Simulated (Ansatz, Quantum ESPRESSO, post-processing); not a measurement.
# LiH(001): dielectric constant from slabs in a field, part 3 of 7

Wanted: electronic and ionic screening from finite-field slabs, the first being LiH(001), 5 layers.

Quantum ESPRESSO 7.5; plane-wave DFT, PBE, PseudoDojo norm-conserving pseudopotentials; geometry by Ansatz 0.2.0 with PAW datasets.

So far. Step 3 (SCF with pw.x, 5 layers: no field): The run needed 12 iterations to bring the estimated error under 1e-10 Ry. Step 4 (Potential by pp.x, 5 layers): The vacuum is flat to 0.1 meV/Å, so its level is well defined. Inside the slab the curve depends on the local part of the pseudopotentials; only the vacuum level has a meaning of its own.

### Step 5. SCF with pw.x, 5 layers: field 0.1 V/Å

With the ions clamped, only the electrons screen the field of 0.1 V/Å.

n5.f1.in reads:

```
&control
  prefix = 'n5.f1'
  outdir = './out'
  pseudo_dir = './pseudo'
  calculation = 'scf'
  tprnfor = .true.
  tefield = .true.
  dipfield = .true.
/
&system
  ibrav = 0
  nat = 10
  ntyp = 2
  ecutwfc = 66
  ecutrho = 264
  occupations = 'fixed'
  edir = 3
  emaxpos = 0.97
  eopreg = 0.04
  eamp = 0.00194469
/
&electrons
  conv_thr = 1e-10
  mixing_beta = 0.5
  electron_maxstep = 120
/
ATOMIC_SPECIES
  Li  6.9400  Li.dojo-sr-pbe-0.4.1-standard.upf
  H   1.0080  H.dojo-sr-pbe-0.4.1-standard.upf
CELL_PARAMETERS angstrom
  2.82842712470000 0.00000000000000 0.00000000000000
  0.00000000000000 2.82842712470000 0.00000000000000
  0.00000000000000 0.00000000000000 24.00000000000000
ATOMIC_POSITIONS crystal
  Li  0.000000000000 0.000000000000 0.335481629315
  H   0.500000000000 0.500000000000 0.333157298721
  Li  0.500000000000 0.500000000000 0.416594117981
  H   -0.000000000000 0.000000000000 0.416850447819
  Li  -0.000000000000 0.000000000000 0.499999968478
  H   0.500000000000 0.500000000000 0.500000070519
  Li  0.500000000000 0.500000000000 0.583405803976
  H   -0.000000000000 0.000000000000 0.583149634308
  Li  0.000000000000 0.000000000000 0.664518293867
  H   0.500000000000 0.500000000000 0.666842735015
K_POINTS automatic
  8 8 1 0 0 0
```

The run is started by

```
$ OMP_NUM_THREADS=1 mpirun -n 4 pw.x -nk 4 -in n5.f1.in > n5.f1.out
```

The program printed:

```text
[banner, memory and clock lines left out]
Program PWSCF v.7.5 starts
[citation notice left out]

[...]
bravais-lattice index     =            0
     lattice parameter (alat)  =       5.3450  a.u.
     unit-cell volume          =    1295.6802 (a.u.)^3
     number of atoms/cell      =           10
     number of atomic types    =            2
     number of electrons       =        20.00
     number of Kohn-Sham states=           10
     kinetic-energy cutoff     =      66.0000  Ry
     charge density cutoff     =     264.0000  Ry
     scf convergence threshold =      1.0E-10
     mixing beta               =       0.5000
     number of iterations used =            8  plain     mixing
     Exchange-correlation= PBE
                           (   1   4   3   4   0   0   0)

[...]
PseudoPot. # 1 for Li read from file:
     ./pseudo/Li.dojo-sr-pbe-0.4.1-standard.upf
     Pseudo is Norm-conserving, Zval =  3.0
     Generated using ONCVPSP code by D. R. Hamann
     Using radial grid of 1944 points,  4 beta functions with:
                l(1) =   0
                l(2) =   0
                l(3) =   1
                l(4) =   1

     PseudoPot. # 2 for H  read from file:
     ./pseudo/H.dojo-sr-pbe-0.4.1-standard.upf
     Pseudo is Norm-conserving, Zval =  1.0
     Generated using ONCVPSP code by D. R. Hamann
     Using radial grid of 1166 points,  3 beta functions with:
                l(1) =   0
                l(2) =   0
                l(3) =   1

     atomic species   valence    mass     pseudopotential
     Li                3.00     6.94000     Li( 1.00)
     H                 1.00     1.00800     H ( 1.00)

     No symmetry found

[...]
number of k points=    34
[...]
Dense  grid:    93819 G-vectors     FFT dimensions: (  27,  27, 240)

     Initial potential from superposition of free atoms

     starting charge      19.9772, renormalised to      20.0000

     negative rho (up, down):  3.508E-05 0.000E+00

     Adding external electric field

     Computed dipole along edir(3) :
        Dipole               -0.0000 Ry au,         -0.0000 Debye
        Dipole field         -0.0000 Ry au,

        E field amplitude [Ha a.u.]:  1.9447E-03
        Potential amp.        0.1693 Ry
        Total length         43.5393 bohr

     Starting wfcs are   15 randomized atomic wfcs

     per-process dynamical memory:    60.7 Mb

     Self-consistent Calculation

     iteration #  1     ecut=    66.00 Ry     beta= 0.50
     Davidson diagonalization with overlap
     ethr =  1.00E-02,  avg # of iterations =  2.0

     negative rho (up, down):  1.469E-06 0.000E+00

     Adding external electric field

     Computed dipole along edir(3) :
        Dipole                0.0701 Ry au,          0.1782 Debye
        Dipole field          0.0007 Ry au,

        E field amplitude [Ha a.u.]:  1.9447E-03
        Potential amp.        0.1101 Ry
        Total length         43.5393 bohr

     total energy              =     -78.11425803 Ry
     estimated scf accuracy    <       0.45016957 Ry

     iteration #  2     ecut=    66.00 Ry     beta= 0.50
[...]
negative rho (up, down):  1.880E-07 0.000E+00

[...]
Dipole                0.0615 Ry au,          0.1563 Debye
[...]
E field amplitude [Ha a.u.]:  1.9447E-03
[...]
total energy              =     -78.14961859 Ry
     estimated scf accuracy    <       0.03399814 Ry

     iteration #  3     ecut=    66.00 Ry     beta= 0.50
[...]
negative rho (up, down):  4.525E-08 0.000E+00

[...]
Dipole                0.0708 Ry au,          0.1799 Debye
[...]
E field amplitude [Ha a.u.]:  1.9447E-03
[...]
total energy              =     -78.15509813 Ry
     estimated scf accuracy    <       0.00138855 Ry

     iteration #  4     ecut=    66.00 Ry     beta= 0.50
[...]
Dipole                0.0673 Ry au,          0.1711 Debye
[...]
E field amplitude [Ha a.u.]:  1.9447E-03
[...]
total energy              =     -78.15542271 Ry
     estimated scf accuracy    <       0.00023641 Ry

     iteration #  5     ecut=    66.00 Ry     beta= 0.50
[...]
Dipole                0.0722 Ry au,          0.1835 Debye
[...]
E field amplitude [Ha a.u.]:  1.9447E-03
[...]
total energy              =     -78.15545707 Ry
     estimated scf accuracy    <       0.00002409 Ry

     iteration #  6     ecut=    66.00 Ry     beta= 0.50
[...]
Dipole                0.0691 Ry au,          0.1757 Debye
[...]
E field amplitude [Ha a.u.]:  1.9447E-03
[...]
total energy              =     -78.15546199 Ry
     estimated scf accuracy    <       0.00000329 Ry

[...]
iteration #  9     ecut=    66.00 Ry     beta= 0.50
[...]
Dipole                0.0698 Ry au,          0.1774 Debye
[...]
E field amplitude [Ha a.u.]:  1.9447E-03
[...]
total energy              =     -78.15546273 Ry
     estimated scf accuracy    <       0.00000003 Ry

     iteration # 10     ecut=    66.00 Ry     beta= 0.50
[...]
Dipole                0.0698 Ry au,          0.1773 Debye
[...]
E field amplitude [Ha a.u.]:  1.9447E-03
[...]
total energy              =     -78.15546273 Ry
     estimated scf accuracy    <          2.4E-09 Ry

     iteration # 11     ecut=    66.00 Ry     beta= 0.50
[...]
Dipole                0.0698 Ry au,          0.1774 Debye
[...]
E field amplitude [Ha a.u.]:  1.9447E-03
[...]
total energy              =     -78.15546273 Ry
     estimated scf accuracy    <          2.6E-10 Ry

     iteration # 12     ecut=    66.00 Ry     beta= 0.50
[...]
Dipole                0.0698 Ry au,          0.1773 Debye
[...]
E field amplitude [Ha a.u.]:  1.9447E-03
[...]
End of self-consistent calculation

          k = 0.0000 0.0000 0.0000 ( 11709 PWs)   bands (ev):

   -46.8138 -46.6439 -46.5930 -46.5560 -46.4688  -7.6053  -6.9529  -5.9524
    -4.7000  -3.2830

          k = 0.0000 0.1250 0.0000 ( 11670 PWs)   bands (ev):

   -46.8112 -46.6413 -46.5895 -46.5545 -46.4668  -7.4245  -6.7839  -5.8032
    -4.5883  -3.2559

[...]
highest occupied level (ev):    -1.8268

!    total energy              =     -78.15546273 Ry
     estimated scf accuracy    <          5.4E-11 Ry

     The total energy is the sum of the following terms:
     one-electron contribution =    -504.92579814 Ry
     hartree contribution      =     246.87690072 Ry
     xc contribution           =     -20.54803373 Ry
     ewald contribution        =     200.44169252 Ry
     electric field correction =      -0.00022411 Ry

     convergence has been achieved in  12 iterations

     Forces acting on atoms (cartesian axes, Ry/au):

     atom    1 type  1   force =     0.00000000    0.00000000    0.00085361
     atom    2 type  2   force =    -0.00000000   -0.00000000   -0.00080268
     atom    3 type  1   force =    -0.00000000   -0.00000000    0.00086929
     atom    4 type  2   force =     0.00000000    0.00000000   -0.00094470
     atom    5 type  1   force =    -0.00000000   -0.00000000    0.00091313
     atom    6 type  2   force =     0.00000001    0.00000000   -0.00090618
     atom    7 type  1   force =    -0.00000000   -0.00000000    0.00096886
     atom    8 type  2   force =    -0.00000000   -0.00000000   -0.00084861
     atom    9 type  1   force =    -0.00000000   -0.00000000    0.00098056
     atom   10 type  2   force =     0.00000000    0.00000000   -0.00108329

     Total force =     0.002910     Total SCF correction =     0.000014

[...]
```

Wall time 21 s (4 MPI ranks of Arm Neoverse V1, shared host); peak memory 0.45 GiB.

Read from the output:

```
free energy                    : -1063.3592 eV
dipole along the normal        : 0.03691 e·Å
valence top, on the run's zero : -1.827 eV
```

### Step 6. Potential by pp.x, 5 layers

n5.f1.pot.in reads:

```
&inputpp
  prefix = 'n5.f1'
  outdir = './out'
  filplot = 'n5.f1.pot.dat'
  plot_num = 11
/
```

The run is started by

```
$ OMP_NUM_THREADS=1 mpirun -n 4 pp.x -in n5.f1.pot.in > n5.f1.pot.out
```

Run time: 0.73 s. Hardware: 4 MPI ranks; peak memory 0.1 GiB; 2.6 s of CPU time.

This step gave:

- slope of the potential above: 0.1000 eV/Å
- upper vacuum line continued to the top atoms, over the valence top: 3.994 eV
- slope of the potential below: 0.09996 eV/Å
- lower vacuum line continued to the bottom atoms, over the valence top: 4.028 eV

The slope in the vacuum is 0.100 eV/Å for an applied 0.10 V/Å, as it should be.

Each curve counts from the valence top of its own run.

The runs together. Potential energy against z:

```tsv
z (Å)	potential at 0.0 V/Å (eV)	potential at 0.1 V/Å (eV)
0.0	4.09	3.62
0.5	4.09	3.28
1.0	4.09	3.33
1.5	4.09	3.38
2.0	4.09	3.43
2.5	4.09	3.48
3.0	4.09	3.53
3.5	4.09	3.58
4.0	4.09	3.63
4.5	4.09	3.68
5.0	4.09	3.72
5.5	4.08	3.76
6.0	4.02	3.75
6.5	3.84	3.61
7.0	3.15	2.95
7.5	0.744	0.566
8.0	-3.96	-4.13
8.5	0.0459	-0.122
9.0	2.13	1.98
9.5	0.280	0.142
10.0	-4.10	-4.23
10.5	0.262	0.140
11.0	2.16	2.06
11.5	0.249	0.157
12.0	-4.13	-4.22
12.5	0.249	0.172
13.0	2.16	2.10
13.5	0.262	0.217
14.0	-4.10	-4.14
14.5	0.280	0.250
15.0	2.13	2.12
15.5	0.0459	0.0463
16.0	-3.96	-3.95
16.5	0.744	0.755
17.0	3.15	3.17
17.5	3.84	3.90
18.0	4.02	4.13
18.5	4.08	4.23
19.0	4.09	4.29
19.5	4.09	4.34
20.0	4.09	4.39
20.5	4.09	4.44
21.0	4.09	4.49
21.5	4.09	4.54
22.0	4.09	4.59
22.5	4.09	4.64
23.0	4.09	4.69
23.5	4.09	4.38
```

### Step 7. Clamped-ion dielectric constant from the field inside the slab, 5 layers

Numbers from this step:

```
change of slope in the vacuum : 0.09999 eV/Å
polarisability a cell         : 5.316 Å³
sheet polarisability 4πα/A    : 8.350 Å
change of slope inside        : 0.02305 eV/Å
dielectric constant           : 4.338
```

Running mean over one layer period, set to zero at the slab's centre. The change of the potential energy, second field less first by z:

```tsv
z (Å)	change of the potential energy, second field less first (eV)
0	-0.186
1	-0.657
2	-0.581
3	-0.481
4	-0.381
5	-0.282
6	-0.189
7	-0.121
8	-0.0894
9	-0.0687
10	-0.0461
11	-0.0230
12	0
13	0.0231
14	0.0463
15	0.0691
16	0.0900
17	0.123
18	0.192
19	0.285
20	0.384
21	0.484
22	0.584
23	0.473
```

ε = 0.1000 / 0.0230 = 4.34.

(Continued in part 4 of 7.)

[Logs are printed without paths, hosts, clocks, repeated set-up lines and the standing remarks that a program may print on its own settings, such as how far it seeks lower states.]

[Hosts, paths, dates, database ids (printed as entryN), source tags and the programs' standing remarks are cut or masked in the printed files.]

[Maps of the electrostatic potential energy from Ansatz leave out the sawtooth potential of an applied field or a dipole correction, so their vacuum need not be flat; planar profiles and work functions include it.]
